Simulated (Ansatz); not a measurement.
Crystal: MnO.

```
Mn O
1.0
     0.00000    2.22391    2.22391
     2.22391    0.00000    2.22391
     2.22391    2.22391    0.00000
Mn O
1 1
Direct
  0.00000 0.00000 0.00000
  0.50000 0.50000 0.50000
```

The cell is a database's computed one.

Base run:

- Program: Ansatz 0.2.0
- Functional: PBE
- Potentials or basis: all-electron LAPW, scalar-relativistic
- Cutoff: 324 eV (chosen from the basis error)
- Basis error allowed: 0.001 eV/atom
- k mesh: 10 × 10 × 10
- Occupations: gaussian, width 0.015 eV
- Spin: collinear spin, ferromagnetic start
- Starting moments: [4.0, 0.0] μB

Its results: band gap on the k mesh none (metal or under the smearing width); pressure 0.2 GPa; net moment 4.80 μB per cell; site moments Mn +4.35; O +0.24 μB.

**Question.** The run is repeated on the same cell with these changes: functional from PBE to PBEsol; occupations from gaussian, width 0.015 eV to gaussian, width 0.1 eV. What comes out?

**Answer.** Band gap on the k mesh none (metal or under the smearing width); pressure -7.0 GPa; net moment 4.78 μB per cell; site moments Mn +4.32; O +0.23 μB.

Caveats: a cell with one magnetic atom can't hold antiferromagnetic order, which such compounds often take; semilocal functionals often make such compounds metallic where correlation or magnetic order opens a gap, which also shifts bond lengths.
